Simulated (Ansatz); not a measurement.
Y:

```
CELL_PARAMETERS angstrom
3.64254 0.00000 0.00000
-1.82127 3.15454 0.00000
0.00000 0.00000 11.84413
ATOMIC_POSITIONS crystal
Y 0.66667 0.33333 0.75000
Y 0.00000 0.00000 0.50000
Y 0.33333 0.66667 0.25000
Y 0.00000 0.00000 0.00000
```

Base run:

* Program: Ansatz 0.2.0
* Functional: PBEsol
* Potentials or basis: all-electron LAPW, scalar-relativistic
* Cutoff: 117 eV (chosen from the basis error)
* Basis error allowed: 0.002 eV/atom
* k mesh: 8 × 8 × 3
* Occupations: fermi-dirac, width 0.05 eV
* Spin: no spin polarisation

Its results: pressure -3.5 GPa.

Task: The run is repeated on the same cell with these changes: functional from PBEsol to PBE. What comes out?

Result: Pressure -1.7 GPa.

PBE binds less tightly than PBEsol, so the same cell stands under more pressure.
